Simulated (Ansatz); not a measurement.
Theory: Ansatz 0.2.0, DFT PBEsol, scalar-relativistic, plane waves, PAW.

Settings: cutoff 420 eV, Γ-centred mesh 9×9×6 on the computed 4-atom cell, Gaussian smearing of 0.02 eV; no spin polarisation.

Structure with the computed forces (eV/Å) in the last three columns:

```xyz
4
Lattice="3.0822 0.0000 -0.0036 -1.5411 2.7367 0.0018 -0.0057 0.0000 4.6134" Properties=species:S:1:pos:R:3:forces:R:3 pbc="T T T" pressure_GPa=2.35
Li   -0.0752    1.8252    1.8657    0.5370   -0.2200   -0.2660
Li    1.4631    0.9115    4.1706    0.5370    0.2200   -0.2660
F     0.0674    1.9254    4.4778   -0.5370   -0.4120    0.2660
F     1.6114    0.8113    2.1692   -0.5370    0.4120    0.2660
```

Stress tensor (GPa, compression positive):

```
 1.97  0.00 -0.74
 0.00  6.65  0.00
-0.74  0.00 -1.57
```

This wurtzite form isn't the usual stable structure of the compound.